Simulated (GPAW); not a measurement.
WC:

```
CELL_PARAMETERS angstrom
0.00000 2.19268 2.19268
2.19268 0.00000 2.19268
2.19268 2.19268 0.00000
ATOMIC_POSITIONS crystal
W 0.00000 0.00000 0.00000
C 0.50000 0.50000 0.50000
```

Measurements of this composition are mostly on another form, of space group No. 187.

Base run:

| Property | Result |
| --- | --- |
| Program | GPAW 26.7.0 |
| Functional | PBEsol |
| Potentials or basis | PAW data sets generated in the run's folder for this functional |
| Cutoff | 800 eV |
| Basis | pw |
| k mesh | 10 × 10 × 10 |
| Occupations | fermi-dirac, width 0.05 eV |
| Spin | no spin polarisation |

Its results: pressure -10.8 GPa.

Problem. The run is repeated on the same cell with these changes: functional from PBEsol to LDA; potentials or basis from PAW data sets generated in the run's folder for this functional to the program's PAW data sets (release 1.2.1) made for this functional. What comes out?

Solution. Pressure -17.9 GPa.
